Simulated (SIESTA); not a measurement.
HfC:

```
Hf C
1.0
     0.00000    2.32500    2.32500
     2.32500    0.00000    2.32500
     2.32500    2.32500    0.00000
Hf C
1 1
Direct
  0.50000 0.50000 0.50000
  0.00000 0.00000 0.00000
```

Base run:

```yaml
Program: SIESTA 5.4.2
Functional: PBE
Potentials_or_basis: PseudoDojo 0.4 standard (PBE files)
Basis: DZP (energy shift 0.003 Ry; two zetas on semicore shells)
Grid_cutoff: 800 Ry
Energy_shift: 0.003 Ry
k_mesh: 10 × 10 × 10
Occupations: fermi-dirac, width 0.05 eV
Spin: no spin polarisation
```

Its results: band gap on the k mesh none (metal or under the smearing width); pressure 3.3 GPa.

Problem. After a change of settings the same cell gave: band gap on the k mesh none (metal or under the smearing width); pressure -1.8 GPa. Which change was it?
A. basis from DZP (energy shift 0.003 Ry; two zetas on semicore shells) to DZP (energy shift 0.002 Ry); energy shift from 0.003 Ry to 0.002 Ry
B. functional from PBE to vdW-DF-cx
C. functional from PBE to AM05; potentials or basis from PseudoDojo 0.4 standard (PBE files) to PseudoDojo 0.4 standard (PBEsol files)
D. functional from PBE to PBEsol; potentials or basis from PseudoDojo 0.4 standard (PBE files) to PseudoDojo 0.4 standard (PBEsol files)

Solution. B.

Caveats: short orbitals over semicore shells can move pressures by several GPa; the basis of atomic orbitals isn't converged, which shifts pressures, moduli and gaps; the potentials were made for another functional, which shifts forces and pressure (some runs).

Not every run made on this cell is shown here.
